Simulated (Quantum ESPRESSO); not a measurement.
## TiSi2 under changes of volume

One of the cells (14.179 Å³/atom); the others are scaled copies at fixed shape and fractional positions:

```
CELL_PARAMETERS angstrom
1.76511 -6.75928 0.00000
1.76511 6.75928 0.00000
0.00000 0.00000 3.56517
ATOMIC_POSITIONS crystal
Ti 0.10312 0.89688 0.25000
Ti 0.89688 0.10312 0.75000
Si 0.75031 0.24969 0.25000
Si 0.24969 0.75031 0.75000
Si 0.44175 0.55825 0.25000
Si 0.55825 0.44175 0.75000
```

The cell comes from a database or a generator and needn't be the stable form of this composition.

- Program: Quantum ESPRESSO 7.5
- Functional: LDA
- Potentials or basis: GBRV 1.5 LDA
- Cutoff: 612 eV
- Density cutoff: 4898 eV
- k mesh: 8 × 8 × 8
- Occupations: fermi-dirac, width 0.05 eV
- Spin: no spin polarisation

```tsv
volume (Å³/atom)	energy over the lowest point (meV/atom)	pressure (GPa)
13.328	4.02	4.0
13.611	0.00	0.6
13.895	1.81	-2.6
14.179	8.84	-5.3
14.462	20.57	-7.9
14.746	?	?
15.029	56.19	-12.1
```

Task: What does the run at 14.746 Å³/atom give?

Result: Energy over the lowest point 36.50 meV/atom; pressure -10.1 GPa.

Worked out: A Birch-Murnaghan fit of order 3 (a polynomial in V^(-2/3)) to the other rows has its minimum at 13.66 Å³/atom with B0 = V·E''(V) = 156 GPa and B' = 4.3 at fixed shape and positions, which overstates the stiffness. It gives 36.52 meV/atom at 14.746 Å³/atom, against the run's 36.50, and -dE/dV = -10.1 GPa, against -10.1.

Energies are extrapolated to zero smearing.
